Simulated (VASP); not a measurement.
# MoS2 (Fm-3m) in VASP: a series of runs, part 2 of 2

VASP 6.6.1.

### Step 3. Single point, PBEsol+U, collinear spin, antiferromagnetic start

This run uses another cell than the first one: it holds 6 atoms, not 3.

The input, INCAR:

```
SYSTEM = MoS2
PREC = Accurate ; ENCUT = 520
EDIFF = 1E-6 ; ISMEAR = 0
SIGMA = 0.05 ; LREAL = .FALSE.
LASPH = .TRUE. ; NELM = 80
ALGO = Normal ; ISIF = 2
LWAVE = .FALSE. ; LCHARG = .FALSE.
ISPIN = 2 ; MAGMOM = 1 -1 0 0 0 0
LORBIT = 11 ; LMAXMIX = 4
LDAU = .TRUE. ; LDAUTYPE = 2
LDAUL = 2 -1 ; LDAUU = 6 0
LDAUJ = 0 0 ; LDAUPRINT = 1
GGA = PS
```

The input, KPOINTS:

```
Automatic mesh
0
G
  5 5 5
  0 0 0
```

The input, POSCAR:

```
MoS2
1.0
    5.9919028400      2.9959514200      2.9959514200
    2.9959514200      5.9919028400      2.9959514200
    2.9959514200      2.9959514200      5.9919028400
Mo S
2 4
Direct
    0.0000000000      0.0000000000      0.0000000000
    0.5000000000      0.5000000000      0.5000000000
    0.1250000000      0.1250000000      0.1250000000
    0.6250000000      0.6250000000      0.6250000000
    0.3750000000      0.3750000000      0.3750000000
    0.8750000000      0.8750000000      0.8750000000
```

Potentials or basis: VASP PAW PBE potentials, release 64 (Mo_sv, S).

Started as:

```bash
> cat potpaw_PBE.64/Mo_sv/POTCAR potpaw_PBE.64/S/POTCAR > POTCAR
> mpirun -np 1 vasp_std > vasp.out
```

OUTCAR:

```text
SYSTEM = MoS2
   PREC = Accurate
   ENCUT = 520
   EDIFF = 1E-6
   ISMEAR = 0
   LREAL = .FALSE.
   LASPH = .TRUE.
   NELM = 80
   ISIF = 2
   ISPIN = 2
   LORBIT = 11
   GGA = PS

 ion  position               nearest neighbor table
   1  0.000  0.000  0.000-   4 2.59   4 2.59   4 2.59   5 2.59   5 2.59   5 2.59   6 2.59   3 2.59

   2  0.500  0.500  0.500-   3 2.59   3 2.59   3 2.59   6 2.59   6 2.59   6 2.59   5 2.59   4 2.59

   3  0.125  0.125  0.125-   2 2.59   2 2.59   2 2.59   1 2.59
   4  0.625  0.625  0.625-   1 2.59   1 2.59   1 2.59   2 2.59
   5  0.375  0.375  0.375-   1 2.59   1 2.59   1 2.59   2 2.59
   6  0.875  0.875  0.875-   2 2.59   2 2.59   2 2.59   1 2.59

  LATTYP: Found a trigonal (rhomboedric) cell.
 ALAT       =     7.3385522732
 COS(alpha) =     0.8333333333

  Lattice vectors:

 A1 = (   5.9919028400,   2.9959514200,   2.9959514200)
 A2 = (   2.9959514200,   5.9919028400,   2.9959514200)
 A3 = (   2.9959514200,   2.9959514200,   5.9919028400)

Analysis of symmetry for initial positions (statically):
=====================================================================
 Subroutine PRICEL returns following result:

  LATTYP: Found a face centered cubic cell.
 ALAT       =     5.9919028400
[... 12 lines left out ...]
 Subroutine GETGRP returns: Found 12 space group operations
 (whereof 12 operations were pure point group operations)
 out of a pool of 12 trial point group operations.

The static configuration has the point symmetry D_3d.

Analysis of symmetry for dynamics (positions and initial velocities):
=====================================================================
 Subroutine PRICEL returns following result:

  LATTYP: Found a face centered cubic cell.
 ALAT       =     5.9919028400
[... 12 lines left out ...]
 Subroutine GETGRP returns: Found 12 space group operations
 (whereof 12 operations were pure point group operations)
 out of a pool of 12 trial point group operations.

The dynamic configuration has the point symmetry D_3d.

Analysis of structural, dynamic, and magnetic symmetry:
[... 249 lines left out ...]
      3     -28.9895      1.00000
      4     -28.9894      1.00000
      5     -28.9753      1.00000
      6     -27.4605      1.00000
[... 635 lines left out ...]
     30      10.1363      0.00000
     31      10.5356      0.00000
 Fermi energy:         8.4545053953

 spin component 2

 k-point     1 :       0.0000    0.0000    0.0000
  band No.  band energies     occupation
      1     -54.8571      1.00000
      2     -53.4726      1.00000
      3     -28.9895      1.00000
      4     -28.9894      1.00000
      5     -28.9753      1.00000
      6     -27.4605      1.00000
[... 635 lines left out ...]
     30      10.1363      0.00000
     31      10.5356      0.00000

------------------------ aborting loop because EDIFF is reached ----------------------------------------

  FORCE on cell =-STRESS in cart. coord.  units (eV):
  Direction    XX          YY          ZZ          XY          YZ          ZX
  --------------------------------------------------------------------------------------
  -------------------------------------------------------------------------------------
  Total        1.2003409      1.2003409      1.2003409      0.2719306      0.2719306      0.2719306
  in kB       17.8793152     17.8793152     17.8793152      4.0504603      4.0504603      4.0504603
  external PRESSURE =      17.8793152 kB  Pullay stress =       0.0000000 kB

 VOLUME and BASIS-vectors are now :
 -----------------------------------------------------------------------------
  energy-cutoff  :      520.00
  volume of cell :      107.56
      direct lattice vectors                 reciprocal lattice vectors
     5.991902840  2.995951420  2.995951420     0.250337838 -0.083445946 -0.083445946
     2.995951420  5.991902840  2.995951420    -0.083445946  0.250337838 -0.083445946
     2.995951420  2.995951420  5.991902840    -0.083445946 -0.083445946  0.250337838

 POSITION                                       TOTAL-FORCE (eV/Angst)
 -----------------------------------------------------------------------------------
      0.00000      0.00000      0.00000         0.000000      0.000000      0.000000
      5.99190      5.99190      5.99190         0.000000      0.000000      0.000000
      1.49798      1.49798      1.49798        -0.027076     -0.027076     -0.027076
      7.48988      7.48988      7.48988        -0.027076     -0.027076     -0.027076
      4.49393      4.49393      4.49393         0.027076      0.027076      0.027076
     10.48583     10.48583     10.48583         0.027076      0.027076      0.027076
 -----------------------------------------------------------------------------------
    total drift:                               -0.000000      0.000000      0.000000

  FREE ENERGIE OF THE ION-ELECTRON SYSTEM (eV)
  ---------------------------------------------------
  free  energy   TOTEN  =       -32.1395455992 eV

  energy  without entropy=      -32.1395455992  energy(sigma->0) =      -32.13954560

 total charge

# of ion       s       p       d       tot
------------------------------------------
    1        2.256   6.153   3.626  12.036
    2        2.256   6.153   3.626  12.036
    3        1.349   2.361   0.000   3.710
    4        1.349   2.361   0.000   3.710
    5        1.349   2.361   0.000   3.710
    6        1.349   2.361   0.000   3.710
--------------------------------------------------
tot          9.908  21.751   7.253  38.911

 magnetization (x)

# of ion       s       p       d       tot
------------------------------------------
    1        0.026   0.023   2.145   2.194
    2       -0.026  -0.023  -2.145  -2.194
    3        0.000   0.061   0.000   0.061
    4       -0.000  -0.061   0.000  -0.061
    5       -0.000  -0.061   0.000  -0.061
    6        0.000   0.061   0.000   0.061
--------------------------------------------------
tot          0.000   0.000   0.000   0.000
```

OSZICAR:

```text
N       E                     dE             d eps       ncg     rms          rms(c)
DAV:   1     0.443406027616E+03    0.44341E+03   -0.27806E+04  2500   0.159E+03
DAV:   2    -0.528004744585E+01   -0.44869E+03   -0.43990E+03  2789   0.402E+02
DAV:   3    -0.323568510397E+02   -0.27077E+02   -0.26626E+02  3202   0.824E+01
DAV:   4    -0.330502791720E+02   -0.69343E+00   -0.68921E+00  2902   0.122E+01
DAV:   5    -0.330694711803E+02   -0.19192E-01   -0.19183E-01  3032   0.191E+00    0.247E+01
DAV:   6    -0.323019875044E+02    0.76748E+00   -0.61534E+01  2526   0.316E+01    0.141E+01
DAV:   7    -0.319677960349E+02    0.33419E+00   -0.89426E+00  2944   0.141E+01    0.786E+00
DAV:   8    -0.320889959424E+02   -0.12120E+00   -0.66677E-01  3107   0.406E+00    0.438E+00
DAV:   9    -0.321301423566E+02   -0.41146E-01   -0.21370E-01  3060   0.220E+00    0.101E+00
DAV:  10    -0.321378550291E+02   -0.77127E-02   -0.47674E-02  3155   0.101E+00    0.306E-01
DAV:  11    -0.321388746947E+02   -0.10197E-02   -0.32183E-03  2915   0.284E-01    0.135E-01
DAV:  12    -0.321393583139E+02   -0.48362E-03   -0.55656E-04  3299   0.120E-01    0.827E-02
DAV:  13    -0.321394588787E+02   -0.10056E-03   -0.93539E-05  2922   0.542E-02    0.382E-02
DAV:  14    -0.321395285414E+02   -0.69663E-04   -0.13991E-04  3165   0.626E-02    0.156E-02
DAV:  15    -0.321395399989E+02   -0.11457E-04   -0.15381E-05  2712   0.204E-02    0.108E-02
DAV:  16    -0.321395447205E+02   -0.47216E-05   -0.75005E-06  2931   0.140E-02    0.476E-03
DAV:  17    -0.321395455992E+02   -0.87862E-06   -0.21036E-06  2285   0.797E-03
   1 F= -.32139546E+02 E0= -.32139546E+02  d E =-.501458E-13  mag=     0.0000
```

stdout:

```text
POSCAR found type information on POSCAR MoS
 POSCAR found :  2 types and       6 ions
 scaLAPACK will be used
 -----------------------------------------------------------------------------
|                                                                             |
|                                                                             |
|     You enforced a specific xc type in the INCAR file but a different       |
|     I HOPE YOU KNOW WHAT YOU ARE DOING!                                     |
|                                                                             |
 -----------------------------------------------------------------------------

 LDA part: xc-table for (Slater+PW92), standard interpolation
 POSCAR, INCAR and KPOINTS ok, starting setup
 FFT: planning ... GRIDC
 FFT: planning ... GRID_SOFT
 FFT: planning ... GRID
 WAVECAR not read
 entering main loop
```

It took 9.8 min on 1 thread of AMD EPYC 7R43 (Zen 3), shared host; peak memory 0.56 GiB.

The run converged, but a check on its numbers failed (symmetry, net force, bounds or a known fault of this set-up), so they aren't taken as properties of the crystal.

Caveat: the result breaks the symmetry of the cell; the PAW data sets were made with another functional, which shifts forces and pressure a little; an odd mesh through Γ misses points on the zone boundary, where band edges often lie.

### Step 4. Single point, PBEsol+U, collinear spin, zero start

The input, INCAR:

```
  ALGO = Fast
  EDIFF = 1E-7
  ENCUT = 520
  GGA = PS
  ISIF = 2
  ISMEAR = 0
  ISPIN = 2
  LASPH = True
  LCHARG = True
  LDAU = True
  LDAUJ = 0 0
  LDAUL = 2 -1
  LDAUPRINT = 1
  LDAUTYPE = 2
  LDAUU = 6 0
  LELF = True
  LMAXMIX = 4
  LORBIT = 11
  LREAL = False
  LVHAR = True
  LWAVE = False
  MAGMOM = 0 0 0
  NELM = 60
  PREC = Accurate
  SIGMA = 0.05
```

The input, KPOINTS:

```
k-points
0
Gamma
  6 6 6
```

The input, POSCAR:

```
MoS2
1.0
    0.0000000000      2.9959514200      2.9959514200
    2.9959514200      0.0000000000      2.9959514200
    2.9959514200      2.9959514200      0.0000000000
Mo S
1 2
Direct
    0.0000000000      0.0000000000      0.0000000000
    0.2500000000      0.2500000000      0.2500000000
    0.7500000000      0.7500000000      0.7500000000
```

Started as:

```bash
> cat potpaw_PBE.64/Mo_sv/POTCAR potpaw_PBE.64/S/POTCAR > POTCAR
> mpirun -np 1 vasp_std > vasp.out
```

Wall time 80 s (1 thread of AMD EPYC 7R43 (Zen 3), shared host); peak memory 0.17 GiB.

The run converged. Its results:

```
Free energy                                           : -14.1664 eV
Pressure                                              : -7.5 GPa
Band gap on the k mesh                                : none (metal or under the smearing width)
Net moment                                            : 0.00 μB per cell
Valence electrons inside the program's atomic spheres : Mo 12.05; S 3.65
```

Levels at points of the mesh, in eV from the Fermi level:
Spin up:
```tsv
k point	band 9	band 10	band 11	band 12	band 13	band 14	band 15	band 16	band 17
(0.00, 0.00, 0.00)	-5.23	-0.94	-0.94	-0.31	-0.31	-0.31	5.10	5.18	5.18
(0.50, 0.00, 0.00)	-3.41	-2.71	-2.61	-2.61	-0.32	-0.32	2.11	4.09	4.09
(0.50, 0.50, 0.00)	-4.61	-1.78	-1.78	-0.67	-0.08	1.07	2.23	3.70	3.70
```
Spin down:
| k point | band 10 | band 11 | band 12 | band 13 | band 14 | band 15 | band 16 | band 17 |
| --- | --- | --- | --- | --- | --- | --- | --- | --- |
| (0.00, 0.00, 0.00) | -0.94 | -0.94 | -0.31 | -0.31 | -0.31 | 4.56 | 5.18 | 5.18 |
| (0.50, 0.00, 0.00) | -2.71 | -2.61 | -2.61 | -0.32 | -0.32 | 2.11 | 4.09 | 4.09 |
| (0.50, 0.50, 0.00) | -1.78 | -1.78 | -0.67 | -0.08 | 1.07 | 2.23 | 3.70 | 3.70 |

Eigenvalues of the final occupation matrices:
```tsv
site	spin	trace	eigenvalues
site 1 d	1	1.85	0.29 0.29 0.29 0.49 0.49
site 1 d	2	1.85	0.29 0.29 0.29 0.49 0.49
```

Caveat: the PAW data sets were made with another functional, which shifts forces and pressure a little.
